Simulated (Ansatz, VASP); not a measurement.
LiF (Griceite) in VASP and in Ansatz

INCAR

```
SYSTEM = LiF
PREC = Accurate
ENCUT = 520
EDIFF = 1E-6
ISMEAR = -1
SIGMA = 0.05
LREAL = .FALSE.
LASPH = .TRUE.
NELM = 60
ALGO = Normal
ISIF = 2
LWAVE = .FALSE.
LCHARG = .FALSE.
GGA = PE
NBANDS = 12
```

KPOINTS

```
regular mesh
0
G
  11 11 11
  0 0 0
```

POSCAR

```
LiF
1.0
    0.0000000000      2.0535002244      2.0535002244
    2.0535002244      0.0000000000      2.0535002244
    2.0535002244      2.0535002244      0.0000000000
F Li
1 1
Direct
    0.5000000000      0.5000000000      0.5000000000
    0.0000000000      0.0000000000      0.0000000000
```

Contents of input.yaml:

```yaml
crystal:
  lattice:
    - [0.0, 2.0535002244, 2.0535002244]
    - [2.0535002244, 0.0, 2.0535002244]
    - [2.0535002244, 2.0535002244, 0.0]
  atoms:
    - { symbol: F, position: [0.5, 0.5, 0.5] }
    - { symbol: Li, position: [0.0, 0.0, 0.0] }
hamiltonian:
  xc: pbe
  pseudopotentials: { kind: paw, azcp: { folder: soft_1 } }
kpoints:
  mp_grid: { grid: [11, 11, 11] }
scf:
  occupations: { method: fermi_dirac, width: 0.05 }
output:
  forces: true
  stress: true
  eigenvalues: true
  write_density: true
  write_potential: true
  elf: true
  volumetric_format: npy
```

Alike in both runs: task single point; functional PBE; k mesh 11 × 11 × 11; occupations fermi-dirac, width 0.05 eV; no spin polarisation.

```csv
,VASP,Ansatz
version,VASP 6.6.1,Ansatz 0.2.0
potentials or method,"VASP PAW PBE potentials, release 64 (F, Li_sv)",Ansatz PAW soft_1
plane-wave cutoff (eV),520,420
valence electrons in the cell,10,10
```

```tsv
	VASP	Ansatz	Ansatz less VASP
gap on the k mesh at the Fermi level (eV)	8.59	8.60	+0.007
least direct gap on the mesh (eV)	8.59	8.60	+0.007
```

Caveats: an odd mesh through Γ misses points on the zone boundary, where band edges often lie (VASP); odd divisions of the mesh miss points on the zone boundary, where band edges often lie, so the gap on the mesh can be too wide (Ansatz). Expect the measured gap to be larger: semilocal functionals such as PBE lack the derivative discontinuity.
